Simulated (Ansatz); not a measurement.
# Hf2NS2 MXene monolayer in a perpendicular field, part 2 of 2

Aim: how the Hf2NS2 MXene monolayer screens a field along its normal, and what the field does to its bands. A positive field points along +c.

Ansatz 0.2.0; plane-wave DFT, PBE-D3(BJ), Ansatz PAW.

So far. Step 2 (Relaxation): The lattice constant a goes from 3.217 to 3.383 Å.

## (3) Single point, field 0

A sawtooth potential applies the field, turning back in the middle of the vacuum. With the dipole correction the typed value is the field outside the slab. The induced dipole is small, so the SCF threshold is tight.

The cell differs from the one that the last finished run ended in (c 43.448 → 23.670 Å).

Input file input.yaml:

```yaml
crystal:
  lattice:
    - [3.3828883188, 0.0, 0.0]
    - [-1.6914441594, 2.9296672222, 0.0]
    - [0.0, 0.0, 23.6700991385]
  atoms:
    - { symbol: S, position: [0.3333333333, 0.6666666667, 0.3802265444] }
    - { symbol: Hf, position: [0.6666666667, 0.3333333333, 0.4461341847] }
    - { symbol: "N", position: [0.0, 0.0, 0.5] }
    - { symbol: Hf, position: [0.3333333333, 0.6666666667, 0.5538658153] }
    - { symbol: S, position: [0.6666666667, 0.3333333333, 0.6197734556] }
kpoints:
  mp_grid: { grid: [18, 18, 1] }
  band_path:
    path: [[0, 0, 0], [0.5, 0, 0], [0.33333333, 0.33333333, 0], [0, 0, 0]]
    npoints: 16
hamiltonian:
  xc: pbe
  dispersion: d3bj
scf:
  occupations: { method: fermi_dirac, width: 0.02585 }
  convergence: { dr2_threshold: 1.0e-10 }
efield:
  axis: 3
  dipole_correction: true
  ramp_position: 0.97
  ramp_width: 0.06
  amplitude: 0
output:
  dos: { projected: true, e_range: [-6, 5] }
  write_potential: true
  write_density: true
  volumetric_format: npy
  elf: true
```

The run is started by

```console
$ ansatz run input.yaml --threads 2 --pin off --max-ram 3072MiB --backend cpu --events-out ev --progress --plain --runs-dir out
```

Numbers of over 12 decimals in the logs are rounded to 6 here.

Output:

```text
[...]
Crystal: 5 atoms, lattice volume = 234.588 Å³
Basis set: ecut = 420 eV, 4603 PW (Γ)
Bands: 42, of which v1, the nominal top of the filled ones, is band 35 counted from 1 (34 counted from 0)
Symmetry: 6 space group operations
k-points: 37 of 324 (time reversal used)
[...]
SCF iter   1: F=—  HF=-33639.961802 eV  |F-HF|=—  |Δ(HF+E_count)|=         —  Δρ=2.75e-3  dr2=4.53e-2  ethr=1.77e-3  p=-0.000 e·Å  D=-1.42e-14 V/Å  ΔV_dip=0.00 eV  dr2_dipole=1.28e-8  V_vac-E_F(+/−)=5.68/5.68 eV  ⟨swp⟩=8.8  Hψ=7052  notcnv=0
efield: sawtooth ramp at fractional position 0.9700 (set: `efield.ramp_position`, or a place that a band, a saddle search or an elastic batch's reference lends), width 0.0600; the density the first Hamiltonian is built on has a dipole p = -0.000 e·Å; the dipole correction subtracts the counter field D = -1.42e-14 V/Å, which shifts the + side's vacuum level by +0.00 eV against the − side's; the planar-averaged density in the ramp window peaks in size at 1.2e-5 e/Å³
[...]
SCF iter   2: F=—  HF=-33639.962756 eV  |F-HF|=—  |Δ(HF+E_count)|=   9.54e-4  Δρ=1.62e-3  dr2=6.32e-3  ethr=6.57e-5  p=-0.000 e·Å  D=-1.46e-5 V/Å  ΔV_dip=0.00 eV  dr2_dipole=2.10e-8  V_vac-E_F(+/−)=5.60/5.60 eV  ⟨swp⟩=3.7  Hψ=3547  notcnv=0  defer=81
[...]
SCF iter  10: F=-33639.961634 eV  HF=-33639.961634 eV  |F-HF|=2.18e-11  |Δ(HF+E_count)|=  2.33e-10  Δρ=7.94e-8  dr2=1.87e-11  ethr=1.00e-12  p=0.000 e·Å  D=1.49e-8 V/Å  ΔV_dip=-0.00 eV  dr2_dipole=1.67e-14  V_vac-E_F(+/−)=5.57/5.57 eV  ⟨swp⟩=10.2  Hψ=5107  notcnv=0
SCF 1 converged in 10 iterations: F = -33639.961634 eV  dr2 = 1.87e-11
[...]
NSCF: frozen V_eff on 49 k-points
efield: sawtooth ramp at fractional position 0.9700 (kept from the solve that this one continues, or follows in the run), width 0.0600; the density the first Hamiltonian is built on has a dipole p = 0.000 e·Å; the dipole correction subtracts the counter field D = 1.49e-8 V/Å, which shifts the + side's vacuum level by -0.00 eV against the − side's; the planar-averaged density in the ramp window peaks in size at 4.8e-8 e/Å³
[...]
SCF converged after 10 iterations
Free energy (F): -33639.961634 eV
[...]
Internal energy: -33639.956431 eV  (E = F + TS)
E sigma→0 (E₀):  -33639.959033 eV
Entropy (-TS):   -0.005203 eV (-1.041 meV/atom)
Fermi energy:    1.613260 eV
Dipole field:    D = -0.000000 V/Å  (p = -0.000000 e·Å, saw-weighted, corrected)
Work function:   Φ+ = 5.5682 eV   Φ− = 5.5682 eV
Levels:          The Fermi level and band energies are counted from a zero that moves with the ramp; work functions are not
[...]
--- Band table (eV; the first three rows and the last of 37) ---
  k-point 0: bands = [... 31 lower, -0.2339, 0.8763, 0.8763, 2.2894, 2.2894, 2.5762, 3.6465, 4.3218, ... 3 higher]
  k-point 1: bands = [... 31 lower, 0.0017, 0.5501, 0.7388, 2.2511, 2.4445, 2.6701, 3.7714, 4.2227, ... 3 higher]
  k-point 2: bands = [... 31 lower, -0.1341, 0.1177, 0.4680, 1.9797, 2.7682, 2.9392, 3.9723, 4.2479, ... 3 higher]
  k-point 36: bands = [... 31 lower, -1.7317, -1.2972, -1.2972, 3.1542, 3.1542, 3.7589, 5.5288, 5.5288, ... 3 higher]
```

Elapsed: 34 s, on 2 threads of Arm Neoverse V2, shared host; peak memory 0.68 GiB; 67 s of CPU time.

The column dr2 measures how far the density is from self-consistency, as an energy; F and HF (Harris–Foulkes) agree once it is small.

This step gave:

| Property | Result |
| --- | --- |
| energy at zero smearing | -33639.9590 eV |
| work function, upper face | 5.568 eV |
| dipole along the normal | -1.89e-7 e·Å |

Running mean over a fixed 2.5 Å (it still follows the layers) of the planar mean; the ramp of the sawtooth is left out. The electron's electrostatic potential energy less the Fermi level by z:

z (Å), electron's electrostatic potential energy less the Fermi level (eV) and a bar from the least value:
```
        3       5.57 ##############################
        4       5.57 ##############################
        5       5.57 ##############################
        6       5.55 ##############################
        7       5.03 #############################
        8       1.06 #####################
        9      -4.14 ###########
       10      -8.89 #
       11      -9.56 
       12      -9.61 
       13      -9.34 #
       14      -8.09 ###
       15      -2.18 ###############
       16       2.67 ########################
       17       5.39 ##############################
       18       5.56 ##############################
       19       5.57 ##############################
       20       5.57 ##############################
```

The density of states has structure finer than the step of the table below, so its rows give means over 0.25 eV, whole bins alone (the curve runs from -6 to 1.99 eV). Peaks (eV: height): -4.810: 16.8, -4.730: 15.6, -4.430: 6.58, -4.040: 21.1, -3.380: 8.93, -2.940: 6.75, -2.170: 9.21.

Table of density of states by energy, zero at the Fermi level; means over each step:

```tsv
energy (eV)	density of states (states/eV a cell)
-5.75	0.794
-5.50	2.75
-5.25	4.11
-5.00	1.18
-4.75	8.44
-4.50	2.49
-4.25	2.53
-4.00	7.50
-3.75	1.32
-3.50	2.04
-3.25	4.85
-3.00	3.77
-2.75	4.59
-2.50	4.35
-2.25	5.53
-2.00	4.16
-1.75	2.81
-1.50	1.45
-1.25	0.505
-1.00	0.964
-0.75	0.919
-0.50	0.923
-0.25	1.01
0.00	1.11
0.25	1.40
0.50	1.32
0.75	1.05
1.00	1.45
1.25	1.21
1.50	1.23
1.75	2.12
```

Projected DOS per atom over height of the atomic layer and energy from the Fermi level. Layers: S Hf N Hf S from below.

Values in states/eV, 22 rows by 5 columns, each cell a mean:
```
0.13 0.88 0.28 0.88 0.13
0.10 0.47 0.10 0.47 0.10
0.11 0.49 0.09 0.49 0.11
0.09 0.41 0.07 0.41 0.09
0.16 0.46 0.10 0.46 0.16
0.14 0.36 0.07 0.36 0.14
0.14 0.31 0.06 0.31 0.14
0.17 0.26 0.05 0.26 0.17
0.19 0.15 0.06 0.15 0.19
0.41 0.12 0.15 0.12 0.41
1.10 0.35 0.27 0.35 1.10
1.85 0.50 0.41 0.50 1.85
1.53 0.38 0.36 0.38 1.53
1.56 0.50 0.23 0.50 1.56
1.48 0.64 0.24 0.64 1.48
0.41 0.20 0.11 0.20 0.41
1.48 0.72 0.65 0.72 1.48
0.83 0.43 0.35 0.43 0.83
0.28 0.86 3.47 0.86 0.28
0.31 0.37 0.99 0.37 0.31
0.25 0.52 1.57 0.52 0.25
0.10 0.23 0.60 0.23 0.10
```
Columns: height of the atomic layer (Å) from 9 to 14.7 (not evenly spaced); rows upwards: energy from the Fermi level (eV) from -5.96 to 1.96.

Electronic bands along the path, in eV, zero at the Fermi level:

```tsv
point	band 31	band 32	band 33	band 34	band 35	band 36	band 37	band 38
Γ	-1.85	-1.85	-0.74	-0.74	0.68	0.68	0.96	2.03
halfway	-2.85	-2.04	-2.04	-1.59	-0.52	1.95	2.09	2.30
M	-3.41	-2.38	-2.19	-1.75	-1.14	1.72	3.56	3.76
halfway	-3.38	-3.00	-2.76	-2.40	-0.03	2.53	2.85	2.93
K	-3.34	-3.34	-2.91	-2.91	1.54	1.54	2.15	3.92
halfway	-2.72	-2.58	-2.32	-2.05	0.45	0.79	2.81	3.01
Γ	-1.85	-1.85	-0.74	-0.74	0.68	0.68	0.96	2.03
```

Electrostatic potential energy in the ca plane at fractional y = 0.333, with atoms of Hf and S within 0.2 Å of it. With pseudopotentials it is smooth inside the atoms' cores, unlike the true potential.

Ten even steps from '0' (-36 eV) to '9' (7 eV), each cell a mean:
```
99999999999999999999886423578887787557999999
99999999999999999999974000268888872003899999
99999999999999999999872000057888860110699999
99999999999999999999873000157888861001799999
99999999999999999999985201368888875225899999
99999999999999999999887655788876778778999999
99999999999999999998788888888765578999999999
99999999999999999998788888888765578999999999
99999999999999999998888777788766678889999999
```
Columns run along c (16.0 Å, from fractional 0.08 to 0.75 of the cell; values clipped at the 3rd and 97th percentile), rows up along a (3.4 Å). Atoms in or near the plane, at fractional coordinates: Hf at (0.45, 0.67), S at (0.62, 0.67).

Valence density in the ca plane at fractional y = 0.333, with atoms of Hf and S within 0.2 Å of it. It is the smooth field of the valence electrons, not physical close to the nuclei.

Ten steps, logarithmic in the rise over the least value, from '0' (0 e/Å³) to '9' (29 e/Å³), each cell a mean:
```
00000000000000011123442111111122221000000000
00000000000000000136874210011233332000000000
00000000000000000158996210011232232100000000
00000000000000000147985210011232232100000000
00000000000000001125663110011223321000000000
00000000000000011112221111111112210000000000
00000000000000112211111111222111000000000000
00000000000000112211111121222110000000000000
00000000000000111111111111111111100000000000
```
Columns run along c (16.0 Å, from fractional 0.14 to 0.81 of the cell), rows up along a (3.4 Å). Atoms in or near the plane, at fractional coordinates: Hf at (0.45, 0.67), S at (0.62, 0.67).

ELF in the ca plane at fractional y = 0.333, with atoms of Hf and S within 0.2 Å of it. It is the smooth field of the valence electrons, not physical close to the nuclei.

Ten even steps from '0' (0.00) to '9' (0.92), each cell a mean:
```
00000000000012455423542232112589998641000000
00000000000000122147885112225786699863100000
00000000000000000158887212236861189974100000
00000000000000011158996212236873499974100000
00000000000001234225763122113788899852000000
00000000000024567632221342111368876420000000
00000000000146788863113653121123321000000000
00000000000246888874224653122112110000000000
00000000000135788742112452111246654210000000
```
Columns run along c (16.0 Å, from fractional 0.14 to 0.81 of the cell), rows up along a (3.4 Å). Atoms in or near the plane, at fractional coordinates: Hf at (0.45, 0.67), S at (0.62, 0.67).

The work function of the upper face is 5.57 eV.

## (4) Atoms held, field 0.1 V/Å

input.yaml, as its differences from that of step 3:

```diff
@@ -27,5 +27,4 @@
   ramp_width: 0.06
-  amplitude: 0
+  amplitude: 0.1
 output:
-  dos: { projected: true, e_range: [-6, 5] }
   write_potential: true
@@ -33,2 +32 @@
   volumetric_format: npy
-  elf: true
```

Output:

```text
[...]
Crystal: 5 atoms, lattice volume = 234.588 Å³
Basis set: ecut = 420 eV, 4603 PW (Γ)
Bands: 42, of which v1, the nominal top of the filled ones, is band 35 counted from 1 (34 counted from 0)
Symmetry: 6 space group operations
k-points: 37 of 324 (time reversal used)
[...]
k-point 0: bands = [... 31 lower, -0.2343, 0.8761, 0.8761, 2.2891, 2.2891, 2.5758, 3.6459, 4.3215, ... 3 higher]
  k-point 1: bands = [... 31 lower, 0.0013, 0.5499, 0.7386, 2.2507, 2.4442, 2.6697, 3.7707, 4.2223, ... 3 higher]
  k-point 2: bands = [... 31 lower, -0.1347, 0.1177, 0.4679, 1.9794, 2.7679, 2.9388, 3.9716, 4.2476, ... 3 higher]
  k-point 36: bands = [... 31 lower, -1.7176, -1.3166, -1.2784, 3.1510, 3.1568, 3.7585, 5.5281, 5.5290, ... 3 higher]
[key lines of the parts left out:]
SCF converged after 14 iterations
Free energy (F): -33639.963663 eV
Fermi energy:    1.612946 eV
Dipole field:    D = 0.031289 V/Å  (p = 0.040564 e·Å, saw-weighted, corrected)
```

Wall time 38 s (2 threads); peak memory 0.66 GiB.

The dipole is 0.0406 e·Å.

## (5) Atoms held, field -0.1 V/Å

input.yaml, as its differences from that of step 4:

```diff
@@ -27,3 +27,3 @@
   ramp_width: 0.06
-  amplitude: 0.1
+  amplitude: -0.1
 output:
```

Output:

```text
[...]
Crystal: 5 atoms, lattice volume = 234.588 Å³
Basis set: ecut = 420 eV, 4603 PW (Γ)
Bands: 42, of which v1, the nominal top of the filled ones, is band 35 counted from 1 (34 counted from 0)
Symmetry: 6 space group operations
k-points: 37 of 324 (time reversal used)
[...]
k-point 0: bands = [... 31 lower, -0.2343, 0.8761, 0.8761, 2.2891, 2.2891, 2.5758, 3.6459, 4.3215, ... 3 higher]
  k-point 1: bands = [... 31 lower, 0.0013, 0.5499, 0.7386, 2.2507, 2.4442, 2.6697, 3.7707, 4.2223, ... 3 higher]
  k-point 2: bands = [... 31 lower, -0.1347, 0.1177, 0.4679, 1.9794, 2.7679, 2.9388, 3.9716, 4.2476, ... 3 higher]
  k-point 36: bands = [... 31 lower, -1.7176, -1.3166, -1.2784, 3.1510, 3.1568, 3.7585, 5.5281, 5.5290, ... 3 higher]
[key lines of the parts left out:]
SCF converged after 14 iterations
Free energy (F): -33639.963663 eV
Fermi energy:    1.612946 eV
Dipole field:    D = -0.031289 V/Å  (p = -0.040564 e·Å, saw-weighted, corrected)
```

Wall time 37 s (2 threads); peak memory 0.66 GiB; 74 s of CPU time.

The dipole is -0.0406 e·Å.

## (6) Response, atoms held

This step: plane-wave DFT, PBE-D3(BJ), Ansatz PAW; response to a field along the normal, atoms held (Ansatz 0.2.0).

The dipoles give the slope, and the difference of two potentials shows where the field is screened.

This step gave:

| Quantity | Value |
| --- | --- |
| equivalent conductor thickness p/(ε₀AE) | 7.406 Å |
| distance between the outer atoms | 5.670 Å |

Dipole of the cell against applied field:

```tsv
applied field (V/Å)	dipole of the cell (e·Å)
-0.1000	-0.0406
0.0000	-1.9e-7
0.1000	0.0406
```

Local field over the applied field, running mean. From the potentials at -0.1 and 0.1 V/Å; running mean over 2.5 Å. Table of local field over applied field by z:

z (Å), local field over applied field and a bar:
```
      4.5      0.999 ##############################
      5.0      0.998 ##############################
      5.5      0.993 ##############################
      6.0      0.978 #############################
      6.5      0.937 ############################
      7.0      0.841 #########################
      7.5      0.688 ####################
      8.0      0.511 ###############
      8.5      0.332 #########
      9.0      0.179 ####
      9.5      0.088 #
     10.0      0.057 
     10.5      0.047 
     11.0      0.050 
     11.5      0.055 
     12.0      0.056 
     12.5      0.052 
     13.0      0.047 
     13.5      0.052 
     14.0      0.073 #
     14.5      0.140 ###
     15.0      0.275 #######
     15.5      0.449 #############
     16.0      0.629 ##################
     16.5      0.794 ########################
     17.0      0.912 ###########################
     17.5      0.968 #############################
     18.0      0.990 ##############################
     18.5      0.997 ##############################
     19.0      0.999 ##############################
     19.5      1.000 ##############################
```

Electrons, planar mean, per unit field. Induced electron density against z:

```tsv
z (Å)	induced electron density (e/Å³ per V/Å)
4.5	2.2e-6
5.0	7.9e-6
5.5	2.8e-5
6.0	9.4e-5
6.5	2.9e-4
7.0	8.6e-4
7.5	0.00215
8.0	0.00374
8.5	0.00258
9.0	7.1e-4
9.5	5.2e-4
10.0	-5.7e-4
10.5	-1.5e-4
11.0	2.4e-4
11.5	1.1e-4
12.0	7.7e-5
12.5	-3.8e-4
13.0	-3.8e-6
13.5	6.2e-4
14.0	-1.2e-4
14.5	-7.7e-4
15.0	-0.00163
15.5	-0.00378
16.0	-0.00276
16.5	-0.00120
17.0	-4.3e-4
17.5	-1.4e-4
18.0	-4.2e-5
18.5	-1.2e-5
19.0	-3.4e-6
19.5	-9.4e-7
```

By hand: between -0.1 and 0.1 V/Å the dipole changes by 0.08113 e·Å, a slope of 0.4056 e·Å²/V. A perfect conductor of thickness t has p = ε₀AEt, so t = 180.95 × 0.4056 / 9.911 = 7.41 Å (e/ε₀ = 180.95 V·Å, A in Å²).

The induced dipole is that of a conductor 7.41 Å thick.

## (7) Outcome

```yaml
gap_without_field: none
work_function_upper_face: 5.57 eV
equivalent_conductor_thickness_atoms_held: 7.41 Å
```

In words: The induced dipole equals that of a perfect conductor 7.41 Å thick, while the outer atoms lie 5.67 Å apart. There is no gap over 0.03 eV, with or without the field. The first relaxation ran with spin and lost its moment, and the later runs have none; other magnetic states were not tried. Spin-orbit coupling is left out, which matters for the bands of elements this heavy. The MXene's terminations sit over the metal atoms of its far layer; the site over carbon or nitrogen, which some compounds prefer, was not run.

[Logs are printed without paths, hosts, clocks, repeated set-up lines and the standing remarks that a program may print on its own settings, such as how far it seeks lower states.]

[Hosts, paths, dates, database ids (printed as entryN), source tags and the programs' standing remarks are cut or masked in the printed files.]

[Maps of the electrostatic potential energy from Ansatz leave out the sawtooth potential of an applied field or a dipole correction, so their vacuum need not be flat; planar profiles and work functions include it.]

[The density of states shown here was stored with 400 of the rows of the run's finer table, so its peaks can read low, often by over a quarter, or be missed, and its means over a window can be off by a tenth or more.]
